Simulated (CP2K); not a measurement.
Crystal: W2C.

```
CELL_PARAMETERS angstrom
3.07005 0.00000 0.00000
-1.53502 2.65874 0.00000
0.00000 0.00000 4.67843
ATOMIC_POSITIONS crystal
W 0.66667 0.33333 0.25367
W 0.33333 0.66667 0.74633
C 0.00000 0.00000 0.00000
```

The cell comes from a database or a generator and needn't be the stable form of this composition.

Base run:

| Property | Result |
| --- | --- |
| Program | CP2K 2026.2 |
| Functional | revPBE |
| Potentials or basis | POTENTIAL_UZH W GTH-PBE-q14, C GTH-PBE-q4; TZVP-MOLOPT-PBE-GTH basis |
| Density cutoff | 6123 eV |
| k mesh | 10 × 10 × 6 |
| Occupations | fermi-dirac, width 0.05 eV |
| Spin | no spin polarisation |

Its results: band gap on the k mesh none (metal or under the smearing width); pressure -2.3 GPa; largest force 0.008 eV/Å.

Problem. After a change of settings the same cell gave: band gap on the k mesh none (metal or under the smearing width); pressure -10.4 GPa; largest force 0.116 eV/Å. Which change was it?
A. functional from revPBE to PBEsol
B. functional from revPBE to RPBE
C. functional from revPBE to PBE

Solution. A.

PBEsol binds more tightly than revPBE, so the same cell stands under less pressure.

Caveats: the potentials were made for another functional, which shifts forces and pressure; spin-orbit coupling is left out, which moves the levels of the heavy elements; the basis of atomic orbitals isn't converged, which shifts pressures, moduli and gaps.
